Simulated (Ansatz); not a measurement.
An Ansatz input and the part of its output that reports the observables at the nuclei.

The cell is a structure deposited in the COD, its atoms then relaxed with PBE in this cell.

```yaml
crystal:
  lattice:
    - [0.0, 4.15455, 4.15455]
    - [4.15455, 0.0, 4.15455]
    - [4.15455, 4.15455, 0.0]
  atoms:
    - { symbol: Ge, position: [0.125, 0.125, 0.125] }
    - { symbol: Ge, position: [0.625, 0.125, 0.125] }
    - { symbol: Ge, position: [0.125, 0.125, 0.625] }
    - { symbol: Ge, position: [0.125, 0.625, 0.125] }
    - { symbol: Ge, position: [0.5, 0.5, 0.5] }
    - { symbol: Ge, position: [0.75, 0.75, 0.75] }
    - { symbol: "N", position: [0.8832, 0.8832, 0.8832] }
    - { symbol: "N", position: [0.8996, 0.3668, 0.3668] }
    - { symbol: "N", position: [0.8832, 0.8832, 0.3504] }
    - { symbol: "N", position: [0.3668, 0.8996, 0.3668] }
    - { symbol: "N", position: [0.3504, 0.8832, 0.8832] }
    - { symbol: "N", position: [0.3668, 0.3668, 0.3668] }
    - { symbol: "N", position: [0.8832, 0.3504, 0.8832] }
    - { symbol: "N", position: [0.3668, 0.3668, 0.8996] }
kpoints:
  mp_grid: { grid: [6, 6, 6] }
scf:
  occupations: { method: fermi_dirac, width: 0.02 }
hamiltonian:
  xc: r2scan
  pseudopotentials: { kind: paw, frozen_core: stored }
output:
  forces: true
  stress: true
  populations: true
  efg: { quadrupole_moments_barn: { Ge: -0.196, "N": 0.02044 } }
```

```sh
ansatz run input.yaml --threads 1 --pin off --max-ram 3072MiB --backend cpu --events-out ev --progress --plain --runs-dir out
```

Of the output, the block on the nuclei alone is shown; the set-up, the SCF iterations, energies, forces and stress are cut. One atom of each set with nearly equal values is shown.

```
--- PAW observables at the nuclei: V_zz in 10²¹ V/m², potentials from the cell's mean, atoms counted from 1 ---
  atom   1  Ge V_zz =    -0.715628   η = 0.0000   by run symmetry: allowed   C_q = +3.3915 MHz
            electrostatic potential = -4325.919886 V   contact ρ = none
  atom   5  Ge V_zz =    +0.000000   η = 0.0000   by run symmetry: forbidden   C_q = -0.0000 MHz
            electrostatic potential = -4325.443572 V   contact ρ = none
  atom   7  N  V_zz =    +4.446545   η = 0.0000   by run symmetry: allowed   C_q = +2.1976 MHz
            electrostatic potential = -519.362924 V   contact ρ = none
```

The run took 24 s of wall time (24 s of CPU time) and 0.92 GiB at its peak, on 1 thread of Intel Xeon Platinum 8259CL CPU @ 2.50GHz (Skylake/Cascade Lake) (x86_64; 8 cores open to the job, memory cap 3.0 GiB, no GPU), a shared host with a load of 0.2 a core.

At this cell the r2SCAN pressure is -8 GPa, so with r2SCAN the cell would shrink if it were relaxed. The entry's cell may itself be off.
